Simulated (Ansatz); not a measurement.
# SnO under strain

The calculation used DFT PBE, scalar-relativistic, plane waves, PAW (Ansatz). (420 eV cutoff, 10×10×8 k-mesh, Gaussian smearing of 0.01 eV, no spin polarisation)

The relaxed crystal:

```xyz
4
Lattice="3.8683 0.0000 0.0000 0.0000 3.8683 0.0000 0.0000 0.0000 5.0662" Properties=species:S:1:pos:R:3 pbc="T T T"
Sn    0.0000    1.9341    1.1590
Sn    1.9341    0.0000    3.9072
O     1.9341    1.9341    0.0000
O     0.0000    0.0000    0.0000
```

Deformation: biaxial strain in the a-b plane, with the length and tilt of c and the atoms relaxed, all within the symmetry that the strain leaves. Energies are extrapolated to zero smearing. Gaps are Kohn–Sham gaps over the whole zone.

Task: Give the structure at -6.0 %.

Result:
```xyz
4
Lattice="3.6362 0.0000 0.0000 0.0000 3.6362 0.0000 0.0000 0.0000 5.4424" Properties=species:S:1:pos:R:3 pbc="T T T"
Sn    0.0000    1.8181    1.2363
Sn    1.8181    0.0000    4.2061
O     1.8181    1.8181    0.0000
O     0.0000    0.0000    0.0000
```
Space group P4/nmm (129), 74.0 meV/atom over the relaxed crystal.